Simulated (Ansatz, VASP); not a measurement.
## Cross-check of InAs between VASP and Ansatz

Aim: how closely do two programs agree when they are given the same cell, functional and k mesh?

Method: plane waves, with VASP 6.6.1 beside it; single point at PBE, in Ansatz 0.2.0.

The database entry behind the starting cell differs from later determinations by our own check (about 0.4 % short), so it need not match the best structure at ambient conditions.

## 1. Set-up

The structure is cubic, space group F-43m (No. 216). The conventional cell has a = 6.036 Å, b = 6.036 Å, c = 6.036 Å, α = 90.00°, β = 90.00°, γ = 90.00°. Nearest to In lie 4 As at 2.61 Å. As has 4 In at 2.61 Å nearest. Farther neighbours are not listed.

Coordinates:

```cif
data_structure
_symmetry_space_group_name_H-M 'F-43m'
_symmetry_Int_Tables_number 216
_cell_length_a 6.0360
_cell_length_b 6.0360
_cell_length_c 6.0360
_cell_angle_alpha 90.000
_cell_angle_beta 90.000
_cell_angle_gamma 90.000
_cell_volume 219.91
loop_
_atom_site_label
_atom_site_type_symbol
_atom_site_symmetry_multiplicity
_atom_site_Wyckoff_symbol
_atom_site_fract_x
_atom_site_fract_y
_atom_site_fract_z
_atom_site_occupancy
In1 In 4 a 0.00000 0.00000 0.00000 1
As1 As 4 c 0.25000 0.25000 0.25000 1
```

## 2. VASP: single point, PBE

A single point gives forces, pressure and levels at one fixed geometry, so differences don't come from the geometry; what else differs is listed under the comparison.

Lines of VASP's logs that name or quote its potential files are left out, and so is its time.

INCAR

```
SYSTEM = InAs
PREC = Accurate
ENCUT = 400
EDIFF = 1E-07
NELM = 100
ISMEAR = 0
SIGMA = 0.01
LREAL = .FALSE.
ALGO = Normal
GGA = PE
NBANDS = 15
LORBIT = 11
LWAVE = .FALSE.
LCHARG = .FALSE.
KPAR = 2
```

POSCAR

```
InAs
1.0
    0.0000000000      3.0180000000      3.0180000000
    3.0180000000      0.0000000000      3.0180000000
    3.0180000000      3.0180000000      0.0000000000
In As
1 1
Direct
    0.0000000000      0.0000000000      0.0000000000
    0.7500000000      0.7500000000      0.7500000000
```

KPOINTS

```
Automatic mesh
0
Gamma
9 9 9
0 0 0
```

PAW data sets: In_d and As (PBE family, release 64).

On the command line:

```
$ mpirun -np 2 vasp_std
```

Numbers of over 12 decimals in the logs are rounded to 6 here.

The program printed:

```text
[banner, memory and clock lines left out]
running    2 mpi-ranks, on    1 nodes
 distrk:  each k-point on    1 cores,    2 groups
 distr:  one band on    1 cores,    1 groups

 POSCAR found type information on POSCAR InAs
 POSCAR found :  2 types and       2 ions
 LDA part: xc-table for (Slater+PW92), standard interpolation
 POSCAR, INCAR and KPOINTS ok, starting setup
 FFT: planning ... GRIDC
 FFT: planning ... GRID_SOFT
 FFT: planning ... GRID
 WAVECAR not read
 entering main loop
       N       E                     dE             d eps       ncg     rms          rms(c)
DAV:   1     0.105262766408E+03    0.10526E+03   -0.71908E+03  1074   0.107E+03
DAV:   2    -0.903508876796E+00   -0.10617E+03   -0.10241E+03  1134   0.277E+02
DAV:   3    -0.776826726313E+01   -0.68648E+01   -0.68388E+01  1379   0.753E+01
DAV:   4    -0.793398161759E+01   -0.16571E+00   -0.16568E+00  1248   0.129E+01
DAV:   5    -0.794116433371E+01   -0.71827E-02   -0.71826E-02  1572   0.223E+00    0.460E+00
DAV:   6    -0.768566227021E+01    0.25550E+00   -0.39263E-01  1612   0.110E+01    0.255E+00
DAV:   7    -0.766021674117E+01    0.25446E-01   -0.12348E-01  1500   0.326E+00    0.737E-01
DAV:   8    -0.766123055924E+01   -0.10138E-02   -0.13585E-02  1330   0.143E+00    0.197E-01
DAV:   9    -0.766180051332E+01   -0.56995E-03   -0.96447E-04  1319   0.284E-01    0.122E-01
DAV:  10    -0.766197172141E+01   -0.17121E-03   -0.21129E-04  1359   0.220E-01    0.641E-02
DAV:  11    -0.766202322148E+01   -0.51500E-04   -0.11822E-04  1169   0.130E-01    0.371E-02
DAV:  12    -0.766202318099E+01    0.40486E-07   -0.66879E-06  1266   0.324E-02    0.507E-03
DAV:  13    -0.766202343466E+01   -0.25367E-06   -0.23583E-06  1218   0.800E-03    0.345E-03
DAV:  14    -0.766202344774E+01   -0.13079E-07   -0.93392E-08  1131   0.289E-03
   1 F= -.76620234E+01 E0= -.76620129E+01  d E =-.211608E-04
```

Parts of OUTCAR (step 2):

```text
ion  position               nearest neighbor table
   1  0.000  0.000  0.000-   2 2.61   2 2.61   2 2.61   2 2.61
   2  0.750  0.750  0.750-   1 2.61   1 2.61   1 2.61   1 2.61

  LATTYP: Found a face centered cubic cell.
 ALAT       =     6.0360000000

 Subroutine GETGRP returns: Found 24 space group operations
 (whereof 24 operations were pure point group operations)

The static configuration has the point symmetry T_d .

 Found     35 irreducible k-points:

   k-points           NKPTS =     35   k-points in BZ     NKDIM =     35   number of bands    NBANDS=     15

   dimension x,y,z NGX =    28 NGY =   28 NGZ =   28
   dimension x,y,z NGXF=    56 NGYF=   56 NGZF=   56

   ENCUT  =  400.0 eV  29.40 Ry    5.42 a.u.   6.96  6.96  6.96*2*pi/ulx,y,z

   NELECT =      18.0000    total number of electrons

 k-points in reciprocal lattice and weights: Automatic mesh
   0.00000000  0.00000000  0.00000000       0.001
   0.11111111  0.00000000  0.00000000       0.011
   0.22222222  0.00000000  0.00000000       0.011
   0.33333333  0.00000000  0.00000000       0.011
   0.44444444  0.00000000  0.00000000       0.011
   0.11111111  0.11111111  0.00000000       0.008
   0.22222222  0.11111111  0.00000000       0.033
   0.33333333  0.11111111  0.00000000       0.033
   0.44444444  0.11111111  0.00000000       0.033
[...]
-0.33333333  0.44444444  0.11111111       0.033
  -0.33333333  0.44444444  0.22222222       0.033

 average (electrostatic) potential at core
       1 -96.5177       2 -49.5439

 E-fermi :   4.5672

 k-point     1 :       0.0000    0.0000    0.0000
  band No.  band energies     occupation
    ...
      6      -7.3336      2.00000
      7       4.3960      2.00000
      8       4.5641      1.33335
      9       4.5641      1.33335
     10       4.5641      1.33330
     11       8.4727      0.00000
     12       8.4727      0.00000
     13       8.4727      0.00000
     14      12.0930      0.00000
     15      14.2586      0.00000

 k-point     2 :       0.1111    0.0000    0.0000
  band No.  band energies     occupation
    ...
      5      -9.7118      2.00000
      6      -7.2041      2.00000
      7       2.8920      2.00000
      8       4.4070      2.00000
      9       4.4070      2.00000
     10       5.6051      0.00000
     11       8.5757      0.00000
     12       8.7025      0.00000
     13       8.7025      0.00000
     14      12.7945      0.00000
    ...

 k-point     3 :       0.2222    0.0000    0.0000
  band No.  band energies     occupation
    ...
      5      -9.7110      2.00000
      6      -6.8418      2.00000
      7       1.2465      2.00000
      8       4.0736      2.00000
      9       4.0736      2.00000
     10       5.8528      0.00000
     11       9.1167      0.00000
     12       9.1167      0.00000
     13       9.4225      0.00000
     14      13.0522      0.00000
    ...

  Total        1.4885759      1.4885759      1.4885759      0.0000000      0.0000000     -0.0000000
  in kB       43.3804320     43.3804320     43.3804320      0.0000000      0.0000000     -0.0000000
  external PRESSURE =      43.3804320 kB  Pullay stress =       0.0000000 kB

  energy-cutoff  :      400.00
  volume of cell :       54.98
      direct lattice vectors                 reciprocal lattice vectors
     0.000000000  3.018000000  3.018000000    -0.165672631  0.165672631  0.165672631
     3.018000000  0.000000000  3.018000000     0.165672631 -0.165672631  0.165672631
     3.018000000  3.018000000  0.000000000     0.165672631  0.165672631 -0.165672631

 POSITION                                       TOTAL-FORCE (eV/Angst)
 -----------------------------------------------------------------------------------
      0.00000      0.00000      0.00000        -0.000000     -0.000000     -0.000000
      4.52700      4.52700      4.52700         0.000000      0.000000      0.000000
 -----------------------------------------------------------------------------------
    total drift:                                0.000000      0.000000      0.000000

  FREE ENERGIE OF THE ION-ELECTRON SYSTEM (eV)
  ---------------------------------------------------
  free  energy   TOTEN  =        -7.6620234477 eV

  energy  without entropy=       -7.6620022869  energy(sigma->0) =       -7.66201287

 total charge
# of ion       s       p       d       tot
------------------------------------------
    1        0.849   0.739   9.890  11.478
    2        1.219   1.577   0.022   2.819
--------------------------------------------------
tot          2.068   2.317   9.912  14.297

[... 3 further parts left out ...]
```

The run ends at a pressure of 4.34 GPa.

## 3. Ansatz: single point, PBE

Ansatz runs on its default PAW (the set named soft_2) files.

The same cell, functional, mesh and smearing now go to Ansatz, which takes its cutoff from its data sets.

input.yaml

```yaml
crystal:
  lattice:
    - [0.0, 3.018, 3.018]
    - [3.018, 0.0, 3.018]
    - [3.018, 3.018, 0.0]
  atoms:
    - { symbol: In, position: [0.0, 0.0, 0.0] }
    - { symbol: As, position: [0.75, 0.75, 0.75] }
hamiltonian:
  xc: pbe
  pseudopotentials: { kind: paw }
kpoints:
  mp_grid: { grid: [9, 9, 9] }
scf:
  occupations: { method: gaussian, width: 0.01 }
  n_extra_bands: 4
output:
  forces: true
  stress: true
  eigenvalues: true
```

On the command line:

```
$ ansatz run input.yaml --threads 2 --pin off --max-ram 4608MiB --backend cpu --events-out ev --progress --plain --runs-dir out
```

The program printed:

```text
scf.n_extra_bands = 4 over 14 filled bands (N_el = 28.0): the run solves 18 bands
Engine: ansatz 0.2.0, aarch64-unknown-linux-gnu
Pseudopotentials: kind: paw
Pseudopotential: In, paw, valence charge 13, recommended cutoff 420 eV (normal), In.paw.azcp
Pseudopotential: As, paw, valence charge 15, recommended cutoff 420 eV (normal), As.paw.azcp
Functional definition: PBE
  parameter kappa = 0.804
  parameter beta = 0.066725
  exchange = pbe_x(kappa = kappa, mu = beta*pi^2/3)
  correlation = pbe_c(beta = beta)
Crystal: 2 atoms, lattice volume = 54.978 Å³
Basis set: ecut = 420 eV, 1067 PW (Γ), exchange–correlation on 60×60×60 points (8 copies of the dense FFT grid, shifted against one another)
Bands: 18, of which v1, the nominal top of the filled ones, is band 14 counted from 1 (13 counted from 0)
Symmetry: 24 space group operations
Space group: F-43m (ITA 216), of the structure as read, at distance tolerance 3.8e-5 Å
k-points: 35 of 729 (time reversal used)
Non-local potential: In, projectors of the file, l = 0: 2, l = 1: 2, l = 2: 2, l = 3: 2
Non-local potential: As, projectors of the file, l = 0: 2, l = 1: 2, l = 2: 3, l = 3: 1
PAW form: soft (Blöchl's): semilocal exchange-correlation on the pseudo side does not see the compensation charge
PAW one-centre angular grid: In, 590 points (default); XC on 64 Gauss nodes
PAW one-centre angular grid: As, 590 points (default); XC on 64 Gauss nodes
Initial density: superposition of atomic densities (neutral atoms: chi_scale 0, normalization atom), corrected by the library's trained network
Initial wavefunctions: pseudopotential atomic-orbital guess
Functional: x = pbe(κ = 0.804, μ = 0.219515), c = pbe(β = 0.066725)
SCF iter   1: F=—  HF=-10454.417999 eV  |F-HF|=—  |Δ(HF+E_count)|=         —  Δρ=2.39e-3  dr2=6.71e-3  ethr=1.77e-3  ⟨swp⟩=6.1  Hψ=3083  notcnv=0
preconditioner: auto → none  [insulator: Δε(μ)=0.959 eV  Ē_g=14.776 eV  σ=0.010 eV  W_gap=0.67  n_scr=14 (ndim 8)  ℏωp=21.2 eV  f_vac=0.106  D(μ)=0.42/eV (n_scr^D=0)  ε∞_Penn≈3.1]
SCF iter   2: F=—  HF=-10454.415121 eV  |F-HF|=—  |Δ(HF+E_count)|=   2.88e-3  Δρ=9.99e-4  dr2=5.60e-4  ethr=2.40e-5  ⟨swp⟩=2.9  Hψ=1433  notcnv=0
SCF iter   3: F=—  HF=-10454.415003 eV  |F-HF|=—  |Δ(HF+E_count)|=   1.18e-4  Δρ=2.88e-4  dr2=5.30e-5  ethr=2.00e-6  ⟨swp⟩=2.0  Hψ=1085  notcnv=0
SCF iter   4: F=—  HF=-10454.415037 eV  |F-HF|=—  |Δ(HF+E_count)|=   3.42e-5  Δρ=1.04e-4  dr2=6.16e-6  ethr=1.89e-7  ⟨swp⟩=2.0  Hψ=796  notcnv=0
SCF iter   5: F=—  HF=-10454.415046 eV  |F-HF|=—  |Δ(HF+E_count)|=   8.38e-6  Δρ=3.18e-5  dr2=6.18e-7  ethr=2.20e-8  ⟨swp⟩=2.0  Hψ=1121  notcnv=0
SCF iter   6: F=-10454.415046 eV  HF=-10454.415046 eV  |F-HF|=4.77e-9  |Δ(HF+E_count)|=   1.09e-7  Δρ=4.76e-6  dr2=9.65e-9  ethr=3.57e-10  ⟨swp⟩=6.0  Hψ=2945  notcnv=0
SCF 1 converged in 6 iterations: F = -10454.415046 eV  dr2 = 9.65e-9
  greatest PAW one-centre occupation: 0.999 electrons in one spin orbital (limit 2), on the As atom at site 1 (counted from 0), in its partial waves of l = 2
SCF converged after 6 iterations
Free energy (F): -10454.415046 eV
Harris-Foulkes:  -10454.415046 eV  (|F-HF|=4.77e-9)
Internal energy: -10454.415024 eV  (E = F + TS)
E sigma→0 (E₀):  -10454.415035 eV
Entropy (-TS):   -0.000021 eV (-0.011 meV/atom)
Fermi energy:    7.924277 eV
--- Per-component energies (eV) ---
  E_band       = -309.908037
  E_kinetic    = 347.384589
  E_local      = -3267.629942  (includes V_loc(G=0)·N_el)
  E_nonlocal   = -303.268699
  E_hartree    = 1582.458866
  E_xc         = -294.805414
  E_vxc        = -178.992271  (∫ρ·V_xc dr)
  E_paw        = -5990.755041  (= ΣΔE_a)
  E_vpaw       = -72.324522  (= ΣTr[D̂ρ^β])
  E_aug_tail   = 0.000035  (compensation charges beyond the density's cutoff)
  E_ewald      = -2527.799418
  E_smearing   = -0.000021  (= −TS)
  E_closure    = -0.000000  (closes the sum)
  Σ components = -10454.415046   (vs F -10454.415046, Δ=0.00e0)
--- Forces (eV/Å), atoms counted from 1 ---
  atom   1  In    -0.00000000     0.00000000    -0.00000000
  atom   2  As     0.00000000    -0.00000000     0.00000000
  max |Σ_I F_I| component: 2.20e-16 eV/Å
--- Stress (GPa, compression-positive) ---
        4.282335       0.000000       0.000000
        0.000000       4.282335       0.000000
       -0.000000       0.000000       4.282335
  P = ⅓ Tr σ = 4.2823 GPa (42.823 kbar)
--- Band table (eV; the first three rows and the last of 35) ---
  k-point 0: bands = [... 10 lower, -3.9780, 7.7512, 7.9212, 7.9212, 7.9212, 11.8422, 11.8422, 11.8422]
  k-point 1: bands = [... 10 lower, -3.8485, 6.2498, 7.7646, 7.7646, 8.9622, 11.9431, 12.0719, 12.0719]
  k-point 2: bands = [... 10 lower, -3.4863, 4.6067, 7.4319, 7.4319, 9.2132, 12.4861, 12.4862, 12.7855]
  k-point 34: bands = [... 10 lower, -1.9505, 2.2563, 4.8193, 5.3387, 11.8830, 12.0239, 12.9852, 14.6360]
```

Elapsed: 3 s, on 2 threads of Arm Neoverse N1, shared host; peak memory 0.33 GiB; 5.5 s of CPU time.

The run ends at a pressure of 4.28 GPa.

## 4. Differences

Known differences besides the potentials themselves: the data sets hold 28 valence electrons in Ansatz (default PAW (the set named soft_2) files) and 18 in VASP; the cutoff is 420 eV in Ansatz and 400 eV in VASP; VASP leaves aspherical gradient terms in its spheres out (LASPH is not set), Ansatz keeps them. Total energies have different zeros and are not compared.

Compared:

```csv
quantity,Ansatz,VASP,difference
pressure (GPa),4.28,4.34,-0.06
```

Ansatz's pressure holds a Pulay correction of 0.04 GPa; VASP's holds none.

## 5. Summary of results

```
difference in pressure (single point, PBE) : -0.056 GPa
```

**Reading.** The difference in pressure is -0.056 GPa (single point, PBE), within the 1 GPa picked in this series as the mark of a large difference. How closely two codes agree says nothing of how well the functional describes the real material.

[Lines on the potential files, build, host, timing and source positions are cut from VASP's logs without a mark.]

[Logs are printed without paths, hosts, clocks, repeated set-up lines and the standing remarks that a program may print on its own settings, such as how far it seeks lower states.]

[Hosts, paths, dates, database ids (printed as entryN), source tags and the programs' standing remarks are cut or masked in the printed files.]
